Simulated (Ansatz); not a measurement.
# Strontium, dhcp under RPBE: structure, energy and stiffness, part 2 of 2

The plan for strontium in the dhcp structure: relax it, solve it on a dense k-mesh, then scale the cell to 7 volumes from 88 to 112 % of the relaxed one and try a fit of the equation of state. Spin polarisation is left out. The k-meshes are 9×9×3 for the relaxation; 11×11×3 for the dense run; 10×10×3 for the volumes.

Ansatz 0.2.0; DFT, RPBE, plane waves (420 eV) with PAW, scalar-relativistic. The steps go on from the part before.

## Step 8: At 104 % of the relaxed volume

input.yaml reads:

```yaml
crystal:
  lattice:
    - [4.4125732266, 0.0, 0.0]
    - [-2.2062866133, 3.8214005103, 0.0]
    - [0.0, 0.0, 14.4452252111]
  atoms:
    - { symbol: Sr, position: [1.0, 1.0, 0.0] }
    - { symbol: Sr, position: [1.0, 1.0, 0.5] }
    - { symbol: Sr, position: [0.3333333333, 0.6666666667, 0.25] }
    - { symbol: Sr, position: [0.6666666667, 0.3333333333, 0.75] }
hamiltonian:
  xc: rpbe
  pseudopotentials:
    kind: paw
    azcp:
      Sr: "pseudopotentials/Sr.paw.azcp"
basis:
  ecutwfc: 420
  fft_grid_basis: typed
kpoints:
  mp_grid: { grid: [10, 10, 3], shift: [0, 0, 0] }
magnetization:
  spin_polarized: false
scf:
  occupations: { method: fermi_dirac, width: 0.1 }
  lower_state_search: "off"
output:
  stress: true
```

The log of the run (excerpt; [...] marks lines left out):

```text
Warning: RAYON_NUM_THREADS=2 ignored (pool sized by the plan → 2); use --threads N
[...]
Pseudopotentials: kind: paw
Pseudopotential: Sr, paw, valence charge 10, recommended cutoff 420 eV (normal), <dir>
Functional definition: RPBE
[...]
Crystal: 4 atoms, lattice volume = 243.578 Å³
Basis set: ecut = 420 eV, 4783 PW (Γ)
Bands: 24, of which v1, the nominal top of the filled ones, is band 20 counted from 1 (19 counted from 0)
Symmetry: 24 space group operations
Space group: P63/mmc (ITA 194), of the structure as read, at distance tolerance 6.2e-5 Å
k-points: 28 of 300
[...]
SCF iter   1: F=—  HF=-14204.175401 eV  |F-HF|=—  |Δ(HF+E_count)|=         —  Δρ=1.69e-3  dr2=9.00e-3  ethr=1.77e-3  ⟨swp⟩=10.4  Hψ=8218  notcnv=0
[...]
SCF iter   6: F=-14204.180829 eV  HF=-14204.180829 eV  |F-HF|=3.29e-8  |Δ(HF+E_count)|=   9.33e-7  Δρ=2.89e-6  dr2=1.32e-8  ethr=2.50e-10  ⟨swp⟩=5.9  Hψ=3129  notcnv=0
[...]
SCF converged after 6 iterations
Free energy (F): -14204.180829 eV
[...]
E sigma→0 (E₀):  -14204.087954 eV
Entropy (-TS):   -0.185752 eV (-46.438 meV/atom)
Fermi energy:    4.474723 eV
[...]
--- Stress (GPa, compression-positive) ---
       -0.397732      -0.000000       0.000000
        0.000000      -0.397732       0.000000
        0.000000       0.000000      -0.369233
  P = ⅓ Tr σ = -0.3882 GPa (-3.882 kbar)
```

It took 4.5 s on 2 threads of an Arm CPU, shared host; peak memory 0.47 GiB.

## Step 9: At 108 % of the relaxed volume

input.yaml, as its differences from that of step 8:

```diff
@@ -2,5 +2,5 @@
   lattice:
-    - [4.4125732266, 0.0, 0.0]
-    - [-2.2062866133, 3.8214005103, 0.0]
-    - [0.0, 0.0, 14.4452252111]
+    - [4.4684345141, 0.0, 0.0]
+    - [-2.234217257, 3.8697778043, 0.0]
+    - [0.0, 0.0, 14.6280955764]
   atoms:
@@ -28 +28,5 @@
   stress: true
+  write_density: true
+  write_potential: true
+  elf: true
+  volumetric_format: npy
```

The log of the run:

```text
Warning: RAYON_NUM_THREADS=2 ignored (pool sized by the plan → 2); use --threads N
[... 8 set-up lines as earlier in the session ...]
Crystal: 4 atoms, lattice volume = 252.947 Å³
Basis set: ecut = 420 eV, 5023 PW (Γ)
Bands: 24, of which v1, the nominal top of the filled ones, is band 20 counted from 1 (19 counted from 0)
[... 1 set-up line as earlier in the session ...]
Space group: P63/mmc (ITA 194), of the structure as read, at distance tolerance 6.3e-5 Å
k-points: 28 of 300
[... 7 set-up lines as earlier in the session ...]
SCF iter   1: F=—  HF=-14204.142078 eV  |F-HF|=—  |Δ(HF+E_count)|=         —  Δρ=1.62e-3  dr2=8.17e-3  ethr=1.77e-3  ⟨swp⟩=10.5  Hψ=8240  notcnv=0
automatic band count: the SCF goes on with 28 bands, as 24 were too few: the levels above may hold too much charge
preconditioner: auto → Kerker (q_TF=auto, 2.006 Å⁻¹)  [metal: Δε(μ)=0.013 eV  Ē_g=2.267 eV  σ=0.100 eV  W_gap=0.03  n_scr=38 (ndim 8)  ℏωp=6.6 eV  f_vac=0.000  D(μ)=5.56/eV (n_scr^D=38)]
SCF iter   2: F=—  HF=-14204.146271 eV  |F-HF|=—  |Δ(HF+E_count)|=   4.19e-3  Δρ=1.13e-3  dr2=4.55e-3  ethr=2.04e-5  ⟨swp⟩=2.8  Hψ=1505  notcnv=0
SCF iter   3: F=—  HF=-14204.147927 eV  |F-HF|=—  |Δ(HF+E_count)|=   1.66e-3  Δρ=2.77e-4  dr2=3.93e-4  ethr=1.14e-5  ⟨swp⟩=2.0  Hψ=900  notcnv=0
SCF iter   4: F=—  HF=-14204.147853 eV  |F-HF|=—  |Δ(HF+E_count)|=   7.37e-5  Δρ=1.28e-4  dr2=2.97e-5  ethr=9.82e-7  ⟨swp⟩=2.3  Hψ=1001  notcnv=0
SCF iter   5: F=—  HF=-14204.147924 eV  |F-HF|=—  |Δ(HF+E_count)|=   7.08e-5  Δρ=2.21e-5  dr2=8.07e-7  ethr=7.43e-8  ⟨swp⟩=2.4  Hψ=1387  notcnv=0
SCF iter   6: F=-14204.147926 eV  HF=-14204.147926 eV  |F-HF|=3.49e-8  |Δ(HF+E_count)|=   1.61e-6  Δρ=4.12e-6  dr2=2.54e-8  ethr=2.50e-10  ⟨swp⟩=15.6  Hψ=7086  notcnv=0
SCF 1 converged in 6 iterations: F = -14204.147926 eV  dr2 = 2.54e-8
SCF converged after 6 iterations
Free energy (F): -14204.147926 eV
Harris-Foulkes:  -14204.147926 eV  (|F-HF|=3.49e-8)
Internal energy: -14203.960845 eV  (E = F + TS)
E sigma→0 (E₀):  -14204.054385 eV
Entropy (-TS):   -0.187081 eV (-46.770 meV/atom)
Fermi energy:    4.237272 eV
--- Per-component energies (eV) ---
  E_band       = -587.235542
  E_kinetic    = 962.166360
  E_local      = -3230.516398  (includes V_loc(G=0)·N_el)
  E_nonlocal   = 806.639142
  E_hartree    = 834.594122
  E_xc         = -685.497005
  E_vxc        = -634.840622  (∫ρ·V_xc dr)
  E_paw        = -10803.275906  (= ΣΔE_a)
  E_vpaw       = -159.868924  (= ΣTr[D̂ρ^β])
  E_aug_tail   = -0.000004  (compensation charges beyond the density's cutoff)
  E_ewald      = -2087.803637
  E_core_change = -0.267519  (= ΣΔE_core)
  E_smearing   = -0.187081  (= −TS)
  E_closure    = 0.000000  (closes the sum)
  Σ components = -14204.147926   (vs F -14204.147926, Δ=0.00e0)
--- Stress (GPa, compression-positive) ---
       -0.733829      -0.000000       0.000000
       -0.000000      -0.733829       0.000000
        0.000000       0.000000      -0.715636
  P = ⅓ Tr σ = -0.7278 GPa (-7.278 kbar)
--- Band table (eV; the first three rows and the last of 28) ---
  k-point 0: bands = ["-32.6558", "-32.6531", "-32.6514", "-32.6488", "-14.6751", "-14.6192", "-14.6186", "-14.5799", "-14.5799", "-14.5732", "-14.5732", "-14.5704", "-14.5704", "-14.5636", "-14.5636", "-14.5616", "0.8532", "1.6822", "1.6858", "3.2324", "4.1525", "5.4839", "5.5002", "6.3920", "6.3920", "6.4486", "6.4486", "6.4821"]
  k-point 1: bands = ["-32.6553", "-32.6542", "-32.6504", "-32.6492", "-14.6676", "-14.6471", "-14.5904", "-14.5789", "-14.5789", "-14.5760", "-14.5760", "-14.5693", "-14.5675", "-14.5675", "-14.5647", "-14.5647", "0.9505", "1.2350", "2.2543", "2.8633", "4.4744", "4.9848", "5.9656", "6.3355", "6.4271", "6.4271", "6.4685", "6.4685"]
  k-point 2: bands = ["-32.6552", "-32.6527", "-32.6510", "-32.6485", "-14.6715", "-14.6205", "-14.6198", "-14.5881", "-14.5825", "-14.5792", "-14.5767", "-14.5752", "-14.5724", "-14.5721", "-14.5651", "-14.5629", "0.9781", "1.7983", "1.8018", "3.3650", "4.1602", "5.4539", "5.5046", "6.1544", "6.2386", "6.2880", "6.4887", "6.5260"]
  k-point 27: bands = ["-32.6481", "-32.6481", "-32.6463", "-32.6462", "-14.6551", "-14.6524", "-14.6519", "-14.6429", "-14.6337", "-14.6324", "-14.6219", "-14.6187", "-14.6008", "-14.5939", "-14.5897", "-14.5864", "3.6722", "3.8376", "4.2810", "4.2925", "4.3959", "4.4094", "4.4888", "4.6939", "5.0256", "5.0901", "5.2071", "5.4232"]
```

Wall time 6.8 s (2 threads of an Arm CPU, shared host); peak memory 0.48 GiB.

Density in a lattice plane of the grid's cell (edges 4.47 and 14.63 Å, at 1.000 of the third edge), which holds Sr.

Values in e/Å³, 12 rows by 6 columns:
```
0.20 0.08 0.04 0.04 0.04 0.08
0.04 0.04 0.04 0.04 0.04 0.04
0.04 0.04 0.06 0.13 0.06 0.04
0.04 0.04 0.04 0.04 0.04 0.04
0.20 0.08 0.04 0.04 0.04 0.08
1.08 1.62 0.07 0.04 0.07 1.62
0.20 0.08 0.04 0.04 0.04 0.08
0.04 0.04 0.04 0.04 0.04 0.04
0.04 0.04 0.06 0.13 0.06 0.04
0.04 0.04 0.04 0.04 0.04 0.04
0.20 0.08 0.04 0.04 0.04 0.08
1.08 1.62 0.07 0.04 0.07 1.62
```
Columns run along the first of these edges and rows up along the second, over one cell in 6 and 12 even steps from the bottom left corner. Atoms in the plane (fractional): Sr at (0.00, 0.00), Sr at (0.00, 0.50).

ELF in the same plane.

Ten even steps from '0' (0.00) to '9' (0.85):
```
99115119
00156510
55532355
65100015
64012004
65100015
55532355
00156510
99115119
09503059
99115119
00156510
55532355
65100015
64002104
65100015
55532355
00156510
99115119
09503059
```
Columns run along the first of these edges and rows up along the second, over one cell in 8 and 20 even steps from the bottom left corner. Atoms in the plane (fractional): Sr at (0.00, 0.00), Sr at (0.00, 0.50).

Both are smooth fields of the valence electrons: close to the nuclei they are not physical.

Outside the cores ELF peaks at 0.57 between the atoms, 2.7 Å from Sr.

## Step 10: At 112 % of the relaxed volume

input.yaml, as its differences from that of step 9:

```diff
@@ -2,5 +2,5 @@
   lattice:
-    - [4.4684345141, 0.0, 0.0]
-    - [-2.234217257, 3.8697778043, 0.0]
-    - [0.0, 0.0, 14.6280955764]
+    - [4.522932989, 0.0, 0.0]
+    - [-2.2614664945, 3.9169748681, 0.0]
+    - [0.0, 0.0, 14.8065045689]
   atoms:
@@ -28,5 +28 @@
   stress: true
-  write_density: true
-  write_potential: true
-  elf: true
-  volumetric_format: npy
```

The log of the run (excerpt; [...] marks lines left out):

```text
Warning: RAYON_NUM_THREADS=2 ignored (pool sized by the plan → 2); use --threads N
[...]
[... 3 set-up lines as earlier in the session ...]
[...]
Crystal: 4 atoms, lattice volume = 262.315 Å³
Basis set: ecut = 420 eV, 5107 PW (Γ)
Bands: 24, of which v1, the nominal top of the filled ones, is band 20 counted from 1 (19 counted from 0)
[... 1 set-up line as earlier in the session ...]
Space group: P63/mmc (ITA 194), of the structure as read, at distance tolerance 6.4e-5 Å
k-points: 28 of 300
[...]
SCF iter   1: F=—  HF=-14204.090346 eV  |F-HF|=—  |Δ(HF+E_count)|=         —  Δρ=1.56e-3  dr2=7.55e-3  ethr=1.77e-3  ⟨swp⟩=10.6  Hψ=8290  notcnv=0
[...]
SCF iter   6: F=-14204.096759 eV  HF=-14204.096759 eV  |F-HF|=3.24e-8  |Δ(HF+E_count)|=   1.34e-6  Δρ=3.94e-6  dr2=2.94e-8  ethr=2.50e-10  ⟨swp⟩=6.0  Hψ=3268  notcnv=0
[...]
SCF converged after 6 iterations
Free energy (F): -14204.096759 eV
[...]
E sigma→0 (E₀):  -14204.002697 eV
Entropy (-TS):   -0.188123 eV (-47.031 meV/atom)
Fermi energy:    4.016122 eV
[...]
--- Stress (GPa, compression-positive) ---
       -1.017176       0.000000       0.000000
       -0.000000      -1.017176       0.000000
        0.000000       0.000000      -1.008071
  P = ⅓ Tr σ = -1.0141 GPa (-10.141 kbar)
```

It took 5.3 s on 2 threads of an Arm CPU, shared host; peak memory 0.48 GiB.

## Step 11: The equation of state

All volumes keep the relaxed shape and fractional coordinates.

| V (Å³/atom) | E − E₀ (meV/atom) | P from the stress (GPa) | P from the fit (GPa) |
| --- | --- | --- | --- |
| 51.526 | 33.5 | 1.71 | 1.67 |
| 53.868 | 14.0 | 1.05 | 1.02 |
| 56.210 | 3.3 | 0.49 | 0.47 |
| 58.553 | 0.0 | 0.01 | 0.00 |
| 60.895 | 3.0 | -0.39 | -0.40 |
| 63.237 | 11.4 | -0.73 | -0.74 |
| 65.579 | 24.3 | -1.01 | -1.02 |

A third-order Birch-Murnaghan fit gives V₀ = 58.534 Å³/atom, B₀ = 10.8 GPa and B₀′ = 3.1; it misses no point by more than 0.01 meV/atom.

## Step 12: Summary of results

The summary covers parts 1 to 2.

| quantity | value |
| --- | --- |
| space group (spins left aside) | P6_3/mmc (No. 194) |
| conventional cell | a = 4.355 Å, c = 14.258 Å (c/a = 3.274) |
| volume | 58.553 Å³/atom |
| shortest distance | 4.355 Å |
| gap on the mesh | none (levels filled in part) |
| relative to fcc | +2 meV/atom |
| V₀, B₀, B₀′ | 58.534 Å³/atom, 10.8 GPa, 3.1 |

The relaxation enlarged the cell by 4.0 % in volume. Against the reference form of strontium (fcc, computed apart with the same settings) it stands 2 meV/atom higher, within what mesh and smearing can decide. No gap shows: it is a metal or semimetal at this level. B₀ comes out at 10.8 GPa, a soft solid; letting shape and positions relax at each volume could only lower it. The symmetry was held, so the structure may be unstable against distortions that break it.
